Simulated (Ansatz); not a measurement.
# From three elastic constants to directional properties of GaSb

Computed with DFT PBE, scalar-relativistic, plane waves, PAW in Ansatz. Settings: 420 eV plane-wave cutoff, Γ-centred 12×12×12 mesh, Fermi-Dirac smearing of 0.15 eV. No spin polarisation.

Equilibrium structure at this level:
Space group F-43m (No. 216). a = 6.216 Å, b = 6.216 Å, c = 6.216 Å, α = 90.00°, β = 90.00°, γ = 90.00°
```tsv
atom	site	symmetry	x	y	z
Ga	4a	-43m	0.0000	0.0000	0.0000
Sb	4d	-43m	0.2500	0.2500	0.7500
```

In a metal, frequencies and elastic constants depend on the k mesh and the smearing, soft modes and shear constants most.

With ions relaxed, on the cubic axes: C11 = 71.4, C12 = 30.8, C44 = 34.8 GPa. The density is 5.296 g/cm³.

Question: Is the crystal stable against strain, and how anisotropic is it?

Answer: Born's conditions hold: C11 + 2C12 = 133.0, C11 − C12 = 40.6 and C44 = 34.8 GPa are all positive. B = (C11 + 2C12)/3 = 44.3 GPa. The two shear moduli are C44 and C′ = (C11 − C12)/2 = 20.3 GPa, so Zener's ratio is A = C44/C′ = 1.71: the tetragonal shear C′ is the soft one, as in many fcc and bcc metals and zincblende crystals. The Cauchy pressure C12 − C44 is -4.0 GPa; it would vanish for pair forces between atoms on inversion centres at zero pressure, and a negative value is usual with directional bonding, though many-body forces give one in some ionic oxides too.

Question: Give the sound speeds along the three symmetry directions.

Answer: The Christoffel equation gives ρv² for each branch:
```csv
direction,branch,ρv²,GPa,v (m/s)
[100],L,C11,71.4,3672
[100],T (×2),C44,34.8,2563
[110],L,(C11 + C12 + 2C44)/2,85.9,4027
[110],"T, u ∥ [001]",C44,34.8,2563
[110],"T, u ∥ [1-10]",(C11 − C12)/2,20.3,1958
[111],L,(C11 + 2C12 + 4C44)/3,90.7,4139
[111],T (×2),(C11 − C12 + C44)/3,25.1,2179
```

Question: How does Young's modulus depend on direction?

Answer: Inverting gives S11 = 18.915, S12 = -5.697, S44 = 28.736 TPa⁻¹. Along a unit vector (l, m, n), 1/E = S11 − 2(S11 − S12 − S44/2)(l²m² + m²n² + n²l²), where the last bracket is 0, 1/4 and 1/3 for [100], [110] and [111]: E = 53, 73 and 83 GPa. With A > 1 the body diagonal is stiffest. For a film on (001), the biaxial modulus is C11 + C12 − 2C12²/C11 = 76 GPa and the normal strain is −2C12/C11 = -0.86 times the in-plane one.

The bands only touch here, so at this level the crystal is a zero-gap semiconductor or semimetal, not an ordinary metal; spin–orbit coupling, left out, can open or move such a gap.

The elastic anisotropy follows from the tetrahedral bond network. To first order, the tetragonal shear leaves every Ga–Sb bond length unchanged and only bends bond angles, which costs little energy, so C′ is just 20.3 GPa. The C44 shear also stretches and compresses bonds, although the relative shift of the two sublattices relieves part of that strain. Young's modulus follows the same pattern: a pull along [111] acts directly on the bonds parallel to it, whereas under a pull along [100] all bonds can rotate towards the axis.

The touching bands contradict the well-known direct gap of GaSb. The likely cause is the semilocal functional's underestimate of gaps, reinforced by its overlong lattice constant, since expansion lowers the antibonding, s-like conduction edge at Γ. The same underbinding probably makes the elastic constants and sound speeds somewhat too low, while the directional order should be more robust. The positive Born combinations establish stability against small homogeneous strains, not against phonons of finite wavevector.
